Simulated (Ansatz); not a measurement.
## S interstitial in WS2

These are results of DFT PBE, scalar-relativistic, plane waves, PAW (Ansatz), not measurements. (420 eV cutoff, 2×2×2 k-mesh, shifted by half a step, Gaussian smearing of 0.01 eV, no spin polarisation)

Host crystal, relaxed:

```
W S
1.0
     1.59387    0.92022    7.47445
    -1.59387    0.92022    7.47445
     0.00000   -1.84045    7.47445
W S
1 2
Direct
  0.00068 0.00068 0.00068
  0.40407 0.40407 0.40407
  0.26395 0.26395 0.26395
```

Supercell of 48 atoms, rows in host cell vectors: 3 -1 -1; -1 3 -1; -1 -1 3. Atoms relax at the host's cell, keeping the symmetry that the supercell leaves at the site. The cell is small, so energies carry finite-size errors of tenths of an eV. The host's Kohn–Sham gap is 1.64 eV.

Spin-orbit coupling is left out, which matters for the bands and energies of heavy elements.

Defect: S interstitial at (0.031, 0.031, 0.406) of the host cell, charge 0.

Give the relaxed supercell.

```
W S
1.0
     6.37549    3.68089    7.47445
    -6.37549    3.68089    7.47445
     0.00000   -7.36179    7.47445
W S
16 33
Direct
  0.99844 0.24940 0.75049
  0.00003 0.49967 0.50156
  0.99843 0.74857 0.25124
  0.24940 0.99844 0.75049
  0.99819 0.99819 0.00005
  0.24975 0.24975 0.50727
  0.24967 0.50521 0.25161
  0.49888 0.74895 0.75081
  0.24939 0.74854 0.00030
  0.49967 0.00003 0.50156
  0.50521 0.24967 0.25161
  0.74895 0.49888 0.75081
  0.49963 0.49963 0.00187
  0.74896 0.74896 0.50072
  0.74857 0.99843 0.25124
  0.74854 0.24939 0.00030
  0.40442 0.65590 0.15294
  0.40229 0.90223 0.90417
  0.40451 0.15105 0.65790
  0.65590 0.40442 0.15294
  0.40368 0.40368 0.40553
  0.65286 0.65286 0.90367
  0.65290 0.90177 0.65476
  0.90095 0.15148 0.15331
  0.65595 0.15108 0.40630
  0.90223 0.40229 0.90417
  0.90177 0.65290 0.65476
  0.15148 0.90095 0.15331
  0.90229 0.90229 0.40409
  0.15145 0.15145 0.90293
  0.15105 0.40451 0.65790
  0.15108 0.65595 0.40630
  0.26284 0.51190 0.01639
  0.26232 0.76178 0.76363
  0.26288 0.01459 0.51385
  0.51190 0.26284 0.01639
  0.26863 0.26863 0.27081
  0.51209 0.51209 0.76509
  0.51207 0.76330 0.51394
  0.76108 0.01210 0.01395
  0.51190 0.01451 0.26477
  0.76178 0.26232 0.76363
  0.76330 0.51207 0.51394
  0.01210 0.76108 0.01395
  0.76177 0.76177 0.26415
  0.01214 0.01214 0.76292
  0.01459 0.26288 0.51385
  0.01451 0.51190 0.26477
  0.18174 0.18174 0.18499
```
Around the defect: 1 S at 1.94 Å. The run ended with a moment of 0.00 μB (no spin polarisation).